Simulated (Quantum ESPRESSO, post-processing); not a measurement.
# 2H-MoS2, 1 layer: a series in biaxial strain, part 8 of 8

Aim: how the results for 2H-MoS2, 1 layer change with biaxial strain.

Quantum ESPRESSO 7.5; plane-wave DFT, PBE, GBRV ultrasoft pseudopotentials.

So far. Step 15 (Relaxing the ions, 4 %): The relaxation lowers the energy by 9 meV an atom.

### 16. SCF with pw.x, 4 %

File m8.scf.in:

```
&control
  prefix = 'm8.scf'
  outdir = './out'
  pseudo_dir = './pseudo'
  calculation = 'scf'
  tprnfor = .true.
/
&system
  ibrav = 0
  nat = 3
  ntyp = 2
  ecutwfc = 40
  ecutrho = 200
  occupations = 'smearing'
  smearing = 'fd'
  degauss = 0.002
  nbnd = 17
/
&electrons
  conv_thr = 1e-09
  mixing_beta = 0.4
  electron_maxstep = 120
  mixing_mode = 'plain'
/
ATOMIC_SPECIES
  S   32.0600  s_pbe_v1.4.uspp.F.UPF
  Mo  95.9500  mo_pbe_v1.uspp.F.UPF
CELL_PARAMETERS angstrom
  3.31035462264000 0.00000000000000 0.00000000000000
  -1.65517731184000 2.86685119864000 0.00000000000000
  0.00000000000000 0.00000000000000 18.26259773800000
ATOMIC_POSITIONS crystal
  S   0.333333333300 0.666666666700 0.416596763100
  Mo  0.000000000000 0.000000000000 0.500000000000
  S   0.333333333300 0.666666666700 0.583403236900
K_POINTS automatic
  12 12 1 0 0 0
```

The run is started by

```
> OMP_NUM_THREADS=1 mpirun -n 4 pw.x -nk 4 -in m8.scf.in > m8.scf.out
```

Log:

```text
[banner, memory and clock lines left out]
Program PWSCF v.7.5 starts
[...]
Message from routine setup:
[...]
number of electrons       =        26.00
     number of Kohn-Sham states=           17
     kinetic-energy cutoff     =      40.0000  Ry
     charge density cutoff     =     200.0000  Ry
[...]
number of k points=    19  Fermi-Dirac smearing, width (Ry)=  0.0020
[...]
Dense  grid:    55805 G-vectors     FFT dimensions: (  30,  30, 160)
[...]
negative rho (up, down):  2.581E-03 0.000E+00
     Starting wfcs are   21 randomized atomic wfcs
[...]
negative rho (up, down):  2.622E-03 0.000E+00
[...]
estimated scf accuracy    <       0.08171460 Ry
[...]
negative rho (up, down):  2.647E-03 0.000E+00
[...]
estimated scf accuracy    <       0.00952658 Ry
[...]
negative rho (up, down):  2.650E-03 0.000E+00
[...]
estimated scf accuracy    <       0.00221935 Ry
[...]
negative rho (up, down):  2.640E-03 0.000E+00
[...]
estimated scf accuracy    <       0.00224586 Ry
[...]
negative rho (up, down):  2.637E-03 0.000E+00
[...]
estimated scf accuracy    <       0.00004741 Ry
[...]
negative rho (up, down):  2.633E-03 0.000E+00
[...]
estimated scf accuracy    <       0.00000323 Ry
[...]
negative rho (up, down):  2.630E-03 0.000E+00
[...]
estimated scf accuracy    <       0.00000064 Ry
[...]
negative rho (up, down):  2.630E-03 0.000E+00
[...]
estimated scf accuracy    <       0.00000067 Ry
[...]
negative rho (up, down):  2.631E-03 0.000E+00
[...]
estimated scf accuracy    <          4.6E-09 Ry
[...]
negative rho (up, down):  2.631E-03 0.000E+00
[...]
estimated scf accuracy    <       0.00000002 Ry
[...]
negative rho (up, down):  2.631E-03 0.000E+00
[...]
estimated scf accuracy    <          1.2E-09 Ry
[...]
negative rho (up, down):  2.631E-03 0.000E+00
[...]
the Fermi energy is    -0.2143 ev
!    total energy              =    -187.72201818 Ry
     estimated scf accuracy    <          3.4E-10 Ry
     smearing contrib. (-TS)   =      -0.00000000 Ry
     internal energy E=F+TS    =    -187.72201818 Ry
[...]
one-electron contribution =    -917.47066757 Ry
     hartree contribution      =     459.08167862 Ry
     xc contribution           =     -36.15189810 Ry
     ewald contribution        =     306.81886887 Ry
     convergence has been achieved in  12 iterations
     negative rho (up, down):  2.631E-03 0.000E+00
[...]
Total force =     0.000141     Total SCF correction =     0.000052
[...]
```

Wall time 13 s (4 MPI ranks of Arm Neoverse V1, shared host); peak memory 0.36 GiB; 52 s of CPU time.

Numbers from this step:

* free energy: -2554.0882 eV
* Fermi energy: -0.2143 eV
* valence top, on the run's zero: -0.6139 eV
* conduction bottom, on the run's zero: 0.1988 eV
* gap by band count: 0.8127 eV

### 17. Self-consistent run, 4 %

Level of this step: plane-wave DFT, PBE, PseudoDojo fully relativistic norm-conserving pseudopotentials (Quantum ESPRESSO 7.5).

m8.soc.in, as its differences from the input of step 16:

```diff
@@ -1,3 +1,3 @@
 &control
-  prefix = 'm8.scf'
+  prefix = 'm8.soc'
   outdir = './out'
@@ -11,4 +11,4 @@
   ntyp = 2
-  ecutwfc = 40
-  ecutrho = 200
+  ecutwfc = 72
+  ecutrho = 288
   occupations = 'smearing'
@@ -16,6 +16,8 @@
   degauss = 0.002
-  nbnd = 17
+  noncolin = .true.
+  lspinorb = .true.
+  nbnd = 32
 /
 &electrons
-  conv_thr = 1e-09
+  conv_thr = 1e-07
   mixing_beta = 0.4
@@ -25,4 +27,4 @@
 ATOMIC_SPECIES
-  S   32.0600  s_pbe_v1.4.uspp.F.UPF
-  Mo  95.9500  mo_pbe_v1.uspp.F.UPF
+  S   32.0600  S.dojo-fr-pbe-0.4-standard.upf
+  Mo  95.9500  Mo.dojo-fr-pbe-0.4-standard.upf
 CELL_PARAMETERS angstrom
@@ -36,2 +38,2 @@
 K_POINTS automatic
-  12 12 1 0 0 0
+  6 6 1 0 0 0
```

The run is started by

```
> OMP_NUM_THREADS=1 mpirun -n 4 pw.x -nk 2 -in m8.soc.in > m8.soc.out
```

Log:

```text
[banner, memory and clock lines left out]
Program PWSCF v.7.5 starts
[...]
Message from routine setup:
[...]
number of electrons       =        26.00
     number of Kohn-Sham states=           32
     kinetic-energy cutoff     =      72.0000  Ry
     charge density cutoff     =     288.0000  Ry
[...]
number of k points=     7  Fermi-Dirac smearing, width (Ry)=  0.0020
[...]
Dense  grid:    96439 G-vectors     FFT dimensions: (  36,  36, 192)
[...]
negative rho (up, down):  4.226E-05 0.000E+00
     Starting wfcs are   36 randomized atomic wfcs
[...]
negative rho (up, down):  7.241E-07 0.000E+00
[...]
estimated scf accuracy    <       0.57624675 Ry
[...]
negative rho (up, down):  3.419E-07 0.000E+00
[...]
estimated scf accuracy    <       1.18120801 Ry
[...]
estimated scf accuracy    <       0.01612499 Ry
[...]
negative rho (up, down):  1.232E-08 0.000E+00
[...]
estimated scf accuracy    <       0.01197098 Ry
[...]
negative rho (up, down):  5.660E-08 0.000E+00
[...]
estimated scf accuracy    <       0.00111120 Ry
[...]
estimated scf accuracy    <       0.00163208 Ry
[...]
estimated scf accuracy    <       0.00001720 Ry
[...]
estimated scf accuracy    <       0.00001430 Ry
[...]
estimated scf accuracy    <       0.00000096 Ry
[...]
estimated scf accuracy    <       0.00000076 Ry
[...]
the Fermi energy is    -0.2078 ev
!    total energy              =    -184.87853580 Ry
     estimated scf accuracy    <       0.00000002 Ry
     smearing contrib. (-TS)   =      -0.00000000 Ry
     internal energy E=F+TS    =    -184.87853580 Ry
[...]
one-electron contribution =    -917.58804388 Ry
     hartree contribution      =     459.11563663 Ry
     xc contribution           =     -33.22499744 Ry
     ewald contribution        =     306.81886889 Ry
     convergence has been achieved in  11 iterations
[...]
Total force =     0.001991     Total SCF correction =     0.000471
[...]
```

Run time: 40 s. Hardware: 4 MPI ranks; peak memory 0.72 GiB; 2.6 min of CPU time.

This step gave:

* free energy: -2515.4006 eV
* Fermi energy: -0.2078 eV
* valence top, on the run's zero: -0.6029 eV
* conduction bottom, on the run's zero: 0.2047 eV
* gap by band count: 0.8077 eV

### 18. The series side by side

The series in one table, energies over the lowest:

```csv
biaxial strain,energy (eV),gap along the path (eV),upper vacuum level over the valence top of the mesh (eV),lower vacuum level over that top (eV),gap with spin-orbit coupling (eV)
-4 %,0.1570,1.718,5.771,5.771,1.623
-3 %,0.0869,1.784,5.813,5.813,1.686
-2 %,0.0379,1.846,5.86,5.86,1.743
-1 %,0.0095,1.796,5.908,5.908,1.718
0 %,0.0000,1.663,5.943,5.943,1.601
1 %,0.0086,1.43,5.87,5.87,1.425
2 %,0.0343,1.21,5.805,5.805,1.205
3 %,0.0761,1.003,5.747,5.747,0.9986
4 %,0.1328,0.8128,5.696,5.696,0.8085
```

### 19. The arithmetic

A parabola through the energies within ±2 % has E = 90.30 eV × ε² -0.081 eV × ε; for the curvature, over A = 8.774 Å² this is 90.30 × 1/8.774 × 16.02 = 165 N/m.

### 20. Outcome

```json
{
 "C11 + C12": "165 N/m",
 "gap along the path, at -4 % and at 4 %": "1.72, 0.81 eV",
 "upper vacuum level over the valence top of the mesh, at -4 % and at 4 %": "5.77, 5.70 eV",
 "lower vacuum level over that top, at -4 % and at 4 %": "5.77, 5.70 eV",
 "gap with spin-orbit coupling, at -4 % and at 4 %": "1.62, 0.81 eV"
}
```

In words: The series holds 9 members; C11 + C12: 165 N/m (PBE, GBRV ultrasoft). The energy is lowest near zero strain. From -4 % to 4 % the gap along the path goes from 1.72 to 0.81 eV by way of 1.85 at -2 %. From -4 % to 4 % the upper vacuum level over the valence top of the mesh goes from 5.77 to 5.70 eV by way of 5.94 at 0 %. From -4 % to 4 % the lower vacuum level over that top goes from 5.77 to 5.70 eV by way of 5.94 at 0 %. From -4 % to 4 % the gap with spin-orbit coupling goes from 1.62 to 0.81 eV by way of 1.74 at -2 %. Semilocal gaps are too small; the 1×1 cell can't ripple over many cells under compression as a free sheet would.

[Logs are printed without paths, hosts, clocks, repeated set-up lines and the standing remarks that a program may print on its own settings, such as how far it seeks lower states.]

[Hosts, paths, dates, database ids (printed as entryN), source tags and the programs' standing remarks are cut or masked in the printed files.]

[Maps of the electrostatic potential energy from Ansatz leave out the sawtooth potential of an applied field or a dipole correction, so their vacuum need not be flat; planar profiles and work functions include it.]
